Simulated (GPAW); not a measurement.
# Cu: band structure with optPBE-vdW

Crystal: Cu.

```
Cu
1.0
     0.00000    1.80750    1.80750
     1.80750    0.00000    1.80750
     1.80750    1.80750    0.00000
Cu
1
Cartesian
  0.0000 0.0000 0.0000
```

| Item | Value |
| --- | --- |
| Program | GPAW 26.7.0 |
| Task | band structure |
| Functional | optPBE-vdW |
| Potentials or basis | GPAW PAW data sets (gpaw-data 1.2.1) |
| Cutoff | 600 eV |
| Basis | pw |
| k mesh | 13 × 13 × 13 |
| Occupations | fermi-dirac, width 0.05 eV |
| Spin | no spin polarisation |
| Maxiter | 150 |
| Band path | GXWKGLUWLK,UX |
| Band points | 100 |

```yaml
Band_gap_along_the_path: none (metal or under the smearing width)
```

Levels at the corners of the path, in eV from the Fermi level:
```csv
point,band 3,band 4,band 5,band 6,band 7
Γ,-3.30,-3.30,-2.50,-2.50,23.02
X,-1.95,-1.78,-1.78,1.40,6.98
W,-3.78,-2.53,-1.77,6.09,6.09
K,-3.02,-2.36,-1.97,4.21,5.62
Γ,-3.30,-3.30,-2.50,-2.50,23.02
L,-3.34,-1.92,-1.92,-1.09,3.58
U,-3.02,-2.36,-1.97,4.21,5.62
W,-3.78,-2.53,-1.77,6.09,6.09
L,-3.34,-1.92,-1.92,-1.09,3.58
K,-3.02,-2.36,-1.97,4.21,5.62
U,-3.02,-2.36,-1.97,4.21,5.62
X,-1.95,-1.78,-1.78,1.40,6.98
```

Run time: 17 s on 1 thread of Arm Neoverse V1 (shared host), peak memory 0.17 GiB.
